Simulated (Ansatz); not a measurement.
# HgTe: response to strain

HgTe is deformed so: zz strain of -2 %. What stress and forces result, by LAPW, PAW and all-electron datasets made for the crystal?

Method: DFT PBE, scalar-relativistic, in Ansatz 0.2.0.

## 1. The structure to begin with

Symmetry: Fm-3m, No. 225, cubic system. Conventional cell: a = 5.843 Å, b = 5.843 Å, c = 5.843 Å, α = 90.00°, β = 90.00°, γ = 90.00°. Hg (site symmetry m-3m) is surrounded by 6 Te at 2.92 Å. Te (site symmetry m-3m) is surrounded by 6 Hg at 2.92 Å.

As a file:

```cif
data_structure
_symmetry_space_group_name_H-M 'Fm-3m'
_symmetry_Int_Tables_number 225
_cell_length_a 5.8430
_cell_length_b 5.8430
_cell_length_c 5.8430
_cell_angle_alpha 90.000
_cell_angle_beta 90.000
_cell_angle_gamma 90.000
_cell_volume 199.48
loop_
_atom_site_label
_atom_site_type_symbol
_atom_site_symmetry_multiplicity
_atom_site_Wyckoff_symbol
_atom_site_fract_x
_atom_site_fract_y
_atom_site_fract_z
_atom_site_occupancy
Hg1 Hg 4 a 0.00000 0.00000 0.00000 1
Te1 Te 4 b 0.50000 0.00000 0.00000 1
```

The file gives the conventional cell by its symmetry; the runs use the cell typed in the input.

Atoms are numbered in the order of the input: Hg1, Te2.

## 2. The deformed structure

Space group Fm-3m before, I4/mmm after.

## 3. All-electron LAPW

The input, input.yaml:

```yaml
crystal:
  lattice:
    - [0.0, 2.9215, 2.86307]
    - [2.9215, 0.0, 2.86307]
    - [2.9215, 2.9215, 0.0]
  atoms:
    - { symbol: Hg, position: [0.0, 0.0, 0.0] }
    - { symbol: Te, position: [0.5, 0.5, 0.5] }
kpoints:
  mp_grid: { grid: [10, 10, 10] }
  band_path:
    path:
      - [0.0, 0.0, 0.0]
      - [0.0, 0.5, 0.5]
      - [0.25, 0.75, 0.5]
      - [0.0, 0.5, 0.0]
      - [0.0, 0.0, 0.0]
      - [0.5, 0.5, 0.0]
      - [0.3801541025, 0.6198458975, 0.0]
      - [-0.3801541025, 0.3801541025, 0.0]
      - [0.0, 0.0, 0.0]
    npoints: 5
scf:
  occupations: { method: fermi_dirac, width: 0.08 }
hamiltonian:
  xc: pbe
  pseudopotentials: { kind: all_electron, lapw: { basis_error: 0.001 } }
output:
  forces: true
  stress: true
  eigenvalues: true
```

On the command line:

```console
ansatz run input.yaml --threads 1 --pin off --max-ram 3072MiB --backend cpu --events-out ev --progress --plain --runs-dir out
```

## 4. PAW with frozen cores

The input, input.yaml:

```yaml
crystal:
  lattice:
    - [0.0, 2.9215, 2.86307]
    - [2.9215, 0.0, 2.86307]
    - [2.9215, 2.9215, 0.0]
  atoms:
    - { symbol: Hg, position: [0.0, 0.0, 0.0] }
    - { symbol: Te, position: [0.5, 0.5, 0.5] }
kpoints:
  mp_grid: { grid: [10, 10, 10] }
scf:
  occupations: { method: fermi_dirac, width: 0.08 }
hamiltonian:
  xc: pbe
  pseudopotentials: { kind: paw }
output:
  forces: true
  stress: true
  eigenvalues: true
  efg: { contact_densities: true }
  write_density: true
  write_potential: true
  elf: true
  volumetric_format: npy
```

## 5. All-electron PAW on datasets made for the crystal

Changes to input.yaml since step 4:

```diff
@@ -14,3 +14,3 @@
   xc: pbe
-  pseudopotentials: { kind: paw }
+  pseudopotentials: { kind: all_electron, datasets: crystal }
 output:
@@ -20,5 +20 @@
   efg: { contact_densities: true }
-  write_density: true
-  write_potential: true
-  elf: true
-  volumetric_format: npy
```

(Steps that only read results are left out.)

Before running it: what results should come out? Wanted: pressure; largest shear or deviatoric stress.

As calculated:

```
                                 quantity                                              value
                                 pressure  LAPW 12.51, PAW 12.51, crystal datasets 12.51 GPa
largest shear or deviatoric stress (LAPW)                                           2.21 GPa
```

In words: The largest part of the stress beyond the pressure is 2.21 GPa in size, in the zz component; the atoms are carried along and not relaxed. No run of the undeformed cell stands beside it, so the pressure holds what the given cell had before the change. PAW: stress within 0.01 GPa of LAPW. Crystal datasets: stress within 0.01 GPa of LAPW. Spin-orbit coupling is left out, though the cell holds Hg; in elements this heavy it can shift bands and gaps by tenths of an eV.
